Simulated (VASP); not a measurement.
AlGa3N4, 16 atoms in the cell. It takes space group Cmc2_1 (No. 36, orthorhombic). Conventional cell: a = 6.326 Å, b = 10.952 Å, c = 5.139 Å, α = 90.00°, β = 90.00°, γ = 90.00°. Around Al (site symmetry m) lie 4 N at 1.89 to 1.90 Å. Around Ga (site symmetry 1) lie 4 N at 1.94 to 1.95 Å. Ga (site symmetry m) has 4 N at 1.94 to 1.95 Å as nearest neighbours. Around N (site symmetry m) lie 2 Al at 1.90 Å and 2 Ga at 1.95 Å. N (site symmetry 1) is surrounded by 1 Al at 1.89 Å and 3 Ga at 1.94 to 1.95 Å. N (site symmetry m) is surrounded by 4 Ga at 1.94 to 1.95 Å. The cell was built by a generator and needn't be a form met in nature.

- Program: VASP 6.6.1
- Task: band structure
- Functional: PBEsol
- Potentials or basis: VASP PAW PBE potentials, release 64 (Al, Ga_d, N)
- Cutoff: 520 eV
- k mesh: 6 × 6 × 6
- Occupations: gaussian, width 0.03 eV
- Spin: no spin polarisation
- Further INCAR settings: ALGO = Fast; EDIFF = 1e-06; NBANDS = 76

Potentials or basis: VASP PAW PBE potentials, release 64 (Al, Ga_d, N).

Run with:

```console
$ cat potpaw_PBE.64/Al/POTCAR potpaw_PBE.64/Ga_d/POTCAR potpaw_PBE.64/N/POTCAR > POTCAR
$ mpirun -np 4 vasp_std > vasp.out
```

Hardware: 4 MPI ranks on Intel(R) Xeon(R) 6975P-C (Granite Rapids), on a shared host.

Question: How long does it take, and how much memory?

Answer: It took 3.7 min on 4 MPI ranks on Intel(R) Xeon(R) 6975P-C (Granite Rapids), on a shared host, peak memory 0.92 GiB a rank. Counts: scf iterations 29, k points 52.
